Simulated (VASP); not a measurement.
Crystal: S.

```
CELL_PARAMETERS angstrom
7.84837 0.00000 0.00000
-3.92419 6.79689 0.00000
0.00000 0.00000 4.37185
ATOMIC_POSITIONS crystal
S 0.10747 0.10747 0.50000
S 0.44971 0.68979 0.73359
S 0.68979 0.44971 0.26641
S 0.89253 0.00000 0.16667
S 0.24008 0.55029 0.06693
S 0.31021 0.75992 0.40026
S 0.55029 0.24008 0.93307
S 0.75992 0.31021 0.59974
S 0.00000 0.89253 0.83333
```

This isn't the form of S at room conditions, which is orthorhombic, of S8 rings.

```yaml
Program: VASP 6.6.1
Task: relaxation of cell and atoms
Functional: PBEsol
Potentials_or_basis: VASP PAW PBE potentials, release 64 (S)
Cutoff: 480 eV
k_mesh: 6 × 6 × 6
Occupations: gaussian, width 0.02 eV
Spin: no spin polarisation
```

At the start: pressure -0.2 GPa; volume 25.91 Å³/atom.

**Question.** How do energy, volume and symmetry change on relaxing?

**Answer.** Over 71 steps the energy falls by 3.7 meV/atom and the volume is 23.98 Å³/atom (-7.4 %); space group P3_221 (No. 154, to 0.05 Å).

The path:
| step | energy change (eV) | largest force (eV/Å) | pressure (GPa) | volume (Å³) |
| --- | --- | --- | --- | --- |
| 1 | 0.0000 | 0.0938 | -0.19 | 233.21 |
| 3 | -0.0057 | 0.0652 | -0.39 | 230.83 |
| 5 | -0.0102 | 0.0411 | 0.06 | 227.35 |
| 7 | -0.0125 | 0.0511 | 0.15 | 225.70 |
| 9 | -0.0264 | 0.0523 | 0.14 | 217.76 |
| 11 | -0.0284 | 0.0645 | 0.20 | 214.12 |
| 13 | -0.0293 | 0.0393 | -0.04 | 214.76 |
| 15 | -0.0295 | 0.0148 | 0.01 | 214.73 |
| 17 | -0.0295 | 0.0081 | -0.02 | 214.79 |
| 19 | -0.0296 | 0.0206 | 0.04 | 214.58 |
| 21 | -0.0296 | 0.0255 | 0.05 | 214.51 |
| 23 | -0.0297 | 0.0245 | 0.05 | 214.46 |
| 25 | -0.0298 | 0.0204 | 0.04 | 214.26 |
| 27 | -0.0302 | 0.0389 | 0.01 | 213.46 |
| 29 | -0.0304 | 0.0134 | 0.04 | 213.22 |
| 31 | -0.0304 | 0.0122 | 0.02 | 213.31 |
| 33 | -0.0305 | 0.0138 | -0.03 | 213.60 |
| 35 | -0.0307 | 0.0074 | 0.00 | 213.66 |
| 37 | -0.0309 | 0.0191 | 0.03 | 213.85 |
| 39 | -0.0310 | 0.0566 | -0.10 | 214.80 |
| 41 | -0.0313 | 0.0106 | 0.02 | 214.44 |
| 43 | -0.0314 | 0.0100 | 0.03 | 214.60 |
| 45 | -0.0314 | 0.0635 | -0.01 | 215.95 |
| 47 | -0.0317 | 0.0167 | -0.02 | 215.51 |
| 49 | -0.0318 | 0.0153 | -0.02 | 215.81 |
| 51 | -0.0319 | 0.0234 | 0.02 | 215.92 |
| 53 | -0.0321 | 0.0094 | 0.01 | 216.19 |
| 55 | -0.0323 | 0.0289 | -0.08 | 216.52 |
| 57 | -0.0326 | 0.0264 | -0.01 | 216.45 |
| 59 | -0.0326 | 0.0359 | 0.02 | 216.41 |
| 61 | -0.0326 | 0.0204 | 0.00 | 216.43 |
| 63 | -0.0328 | 0.0112 | -0.03 | 216.30 |
| 65 | -0.0329 | 0.0074 | -0.02 | 216.06 |
| 67 | -0.0329 | 0.0051 | 0.01 | 216.00 |
| 69 | -0.0329 | 0.0072 | 0.01 | 215.94 |
| 71 | -0.0330 | 0.0038 | -0.01 | 215.86 |

Final structure:
```
S
1.0
     7.56482    0.00000    0.00000
    -3.78241    6.55133    0.00000
     0.00000    0.00000    4.35557
S
9
Direct
  0.11234 0.11234 0.50000
  0.44864 0.67474 0.76788
  0.67474 0.44864 0.23212
  0.88766 0.00000 0.16667
  0.22610 0.55136 0.10121
  0.32526 0.77390 0.43454
  0.55136 0.22610 0.89879
  0.77390 0.32526 0.56546
  0.00000 0.88766 0.83333
```

Caveat: the PAW data sets were made with another functional, which shifts forces and pressure a little.
